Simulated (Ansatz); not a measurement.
# Al (Fm-3m): relaxation of cell and ions from a Python script

Wanted for Al (Fm-3m): a relaxation of cell and ions.

Computed with Ansatz 0.2.0, driven from Python. Level of theory: DFT PBE, plane waves, PAW.

**1. The system**

The structure is cubic, space group Fm-3m (No. 225). The conventional cell has a = 4.050 Å, b = 4.050 Å, c = 4.050 Å, α = 90.00°, β = 90.00°, γ = 90.00°. Around Al (site symmetry m-3m) lie 12 Al at 2.86 Å.

The script holds or builds the structure itself.

**2. The script**

al.py

```python
"""Relax cell and ions of Al."""

from pathlib import Path

import ansatz
from ase.data import atomic_numbers
import numpy as np
from pymatgen.core import Lattice, Structure
from pymatgen.io.ase import AseAtomsAdaptor
import spglib

def edges_and_angles(cell):
    cell = np.asarray(cell)
    a, b, c = np.linalg.norm(cell, axis=1)
    cosines = cell[1] @ cell[2] / (b * c), cell[0] @ cell[2] / (a * c), cell[0] @ cell[1] / (a * b)
    return (a, b, c, *np.degrees(np.arccos(cosines)))

pmg_structure = Structure(
    Lattice([(0.0, 2.024805, 2.024805), (2.024805, 0.0, 2.024805), (2.024805, 2.024805, 0.0)]),
    ["Al"],
    [
        (0.0, 0.0, 0.0),
    ],
)
structure = ansatz.Crystal.from_ase(AseAtomsAdaptor.get_atoms(pmg_structure))

# a pressure is positive in compression
calc = (
    structure.calculation()
    .kpoints(16)
    .functional("PBE")
    .occupations(ansatz.OccupationsMethod.GAUSSIAN, width=0.1)
    .relax(max_steps=40, pressure=2)
    .band_table()
)
steps = []


def follow(event):
    if event["event"] != "relax_step":
        return
    row = event["data"]
    steps.append(row)
    print(f"step {row['step']:3d}  E = {row['lagrangian_ev']:.5f} eV  largest force component = {row['allowed_force_max_ev_ang']:.4f} eV/A  P = {row['pressure_gpa']:.3f} GPa")


done = calc.session().plan(threads=1).execute(on_event=follow)
r = done.report

first, last = steps[0], steps[-1]
symbols = [site.symbol for site in done.lattice.sites]
print(f"energy gained {first['lagrangian_ev'] - last['lagrangian_ev']:.4f} eV in {len(steps) - 1} steps")
for label, vectors in (("before", first["cell_ang"]), ("after", done.lattice.cell_ang)):
    print(label, "a b c (A) {:.4f} {:.4f} {:.4f}  angles {:.2f} {:.2f} {:.2f}".format(*edges_and_angles(vectors)), f" V = {abs(np.linalg.det(vectors)):.3f} A^3")
print("final stress xx yy zz (GPa, compression positive):", np.round(np.diag(r["stress_gpa"]), 3) + 0.0)

print("relaxed fractional positions")
for site in done.lattice.sites:
    print(f"  {site.symbol:2s}", " ".join(f"{v % 1:8.5f}" for v in np.round(site.position_frac, 5)))

fractions = [site.position_frac for site in done.lattice.sites]
numbers = [atomic_numbers[s] for s in symbols]
for tolerance in (1e-3, 1e-2, 1e-1):
    print(f"space group at {tolerance} A:", spglib.get_spacegroup((done.lattice.cell_ang, fractions, numbers), symprec=tolerance))

print(f"free energy      {r['free_energy_ev']:.5f} eV")
print(f"per atom         {r['free_energy_ev'] / len(done.lattice.sites):.5f} eV")
print(f"SCF iterations   {r['n_iterations']}  (converged: {r['converged']})")

edges = r.get("band_edges_ev")
if edges:
    print(f"band edges on the mesh: {edges[0]:.3f} and {edges[1]:.3f} eV, gap {edges[1] - edges[0]:.3f} eV")
else:
    print("no band edges reported (a metal, or a gap too narrow for this smearing); Fermi level", round(r["fermi_energy_ev"], 3), "eV")

lines = ["| quantity | value |", "|---|---|"]
lines.append(f"| free energy per atom | {r['free_energy_ev'] / len(done.lattice.sites):.4f} eV |")
lines.append(f"| Fermi level | {r['fermi_energy_ev']:.3f} eV |")
lines.append(f"| volume per atom | {r['setup']['cell_volume_ang3'] / len(done.lattice.sites):.3f} A^3 |")
lines.append(f"| valence electrons | {r['n_electrons']:g} |")
Path("summary.md").write_text("\n".join(lines) + "\n")
```

**3. The calls as engine input**

The package turns the script's settings into the engine's input:

```yaml
crystal:
  lattice:
    - [0.0, 2.024805, 2.024805]
    - [2.024805, 0.0, 2.024805]
    - [2.024805, 2.024805, 0.0]
  atoms:
    - { symbol: Al, position: [0.0, 0.0, 0.0] }
kpoints:
  mp_grid:
    grid: [16, 16, 16]
hamiltonian:
  xc: pbe
scf:
  occupations:
    method: gaussian
    width: 0.1
relax:
  max_steps: 40
  cell:
    p_target: 2.0
output:
  eigenvalues: true
```

**4. The run**

Launch:

```
> python al.py
```

The log of the run:

```text
DeckWarning: basis.ecutwfc = 420 eV, auto-derived from the records' recommended cutoffs: set by Al (normal level)
step   1  E = -537.50853 eV  largest force component = 0.0000 eV/A  P = -0.545 GPa
step   2  E = -537.50497 eV  largest force component = 0.0000 eV/A  P = 2.645 GPa
step   3  E = -537.50666 eV  largest force component = 0.0000 eV/A  P = 1.966 GPa
step   4  E = -537.50647 eV  largest force component = 0.0000 eV/A  P = 1.948 GPa
step   5  E = -537.50636 eV  largest force component = 0.0000 eV/A  P = 1.999 GPa
step   6  E = -537.50636 eV  largest force component = 0.0000 eV/A  P = 1.999 GPa
energy gained -0.0022 eV in 5 steps
before a b c (A) 2.8635 2.8635 2.8635  angles 60.00 60.00 60.00  V = 16.603 A^3
after a b c (A) 2.8341 2.8341 2.8341  angles 60.00 60.00 60.00  V = 16.096 A^3
final stress xx yy zz (GPa, compression positive): [1.999 1.999 1.999]
relaxed fractional positions
  Al  0.00000  0.00000  0.00000
space group at 0.001 A: Fm-3m (225)
space group at 0.01 A: Fm-3m (225)
space group at 0.1 A: Fm-3m (225)
free energy      -537.50636 eV
per atom         -537.50636 eV
SCF iterations   2  (converged: True)
no band edges reported (a metal, or a gap too narrow for this smearing); Fermi level 8.238 eV
```

(Warnings from the package without file and line.)

It took 5.8 s on 1 thread of Arm Neoverse V2, shared host; peak memory 0.4 GiB.

summary.md, as written:

```text
| quantity | value |
|---|---|
| free energy per atom | -537.5064 eV |
| Fermi level | 8.238 eV |
| volume per atom | 16.096 A^3 |
| valence electrons | 3 |
```

**5. The run's own record**

The report of the run holds:

```tsv
item	value
SCF cycles in all	21
k-points solved	145
plane waves	331
bands	6
valence electrons	3
free energy (eV)	-537.50636
Fermi level (eV)	8.238
pressure (GPa; positive when compressed)	2.00
```

**6. The relaxation, step by step**

Relaxation path:

```
step  energy from step 1 (eV/cell)  largest force component (eV/Å)  pressure (GPa)  volume (Å³)
   1                        0.0000                          0.0000           -0.55        16.60
   2                        0.0036                          0.0000            2.64        15.98
   3                        0.0019                          0.0000            1.97        16.11
   4                        0.0021                          0.0000            1.95        16.11
   5                        0.0022                          0.0000            2.00        16.10
   6                        0.0022                          0.0000            2.00        16.10
```

Step 1 is the start. Steps 4, 6 each repeat the geometry before them on a plane-wave basis chosen anew, so the energy can jump there without any move.

Lengths and angles in the start's conventional setting:

«Before» is this run's own start.

|  | before | after | change |
| --- | --- | --- | --- |
| a (Å) | 4.050 | 4.008 | -1.0 % |
| b (Å) | 4.050 | 4.008 | -1.0 % |
| c (Å) | 4.050 | 4.008 | -1.0 % |
| volume (Å³/atom) | 16.60 | 16.10 | -3.1 % |
| shortest distance (Å) | 2.864 | 2.834 | -1.0 % |
| space group (0.01 Å) | Fm-3m | Fm-3m | same |

The run keeps the 48 symmetry operations of the start, so it could not have lowered the symmetry.

Under a set pressure the enthalpy E + pV is minimised, so E itself may rise.

**7. Summary of results**

| quantity | value |
| --- | --- |
| free energy | -537.5064 eV |
| moves of the relaxation | 3 |
| last largest force component | 0.0000 eV/Å |
| relaxed conventional cell | a = 4.008 Å, b = 4.008 Å, c = 4.008 Å, α = 90.00°, β = 90.00°, γ = 90.00° |
| space group at the end | Fm-3m |

The volume shrank by 3.1 % over 3 moves under the 2 GPa asked, and the space group stayed Fm-3m. Part of the cell is held or a pressure is applied, so the end point needn't be the zero-pressure lattice. At a fixed pressure a relaxation lowers the enthalpy F + PV, while F alone can rise. The zero of the levels is a convention of the potentials, so an absolute Fermi energy is no work function. Energies along a relaxation are free energies. Rows at an unchanged volume are solved on a plane-wave basis chosen afresh for that cell, so the energy jumps there and such rows are no steps of the walk. Edges and angles that the script prints are those of the cell as typed, here a primitive one. Symmetry holds the cell in this phase, whether or not it is the stable one at this pressure.
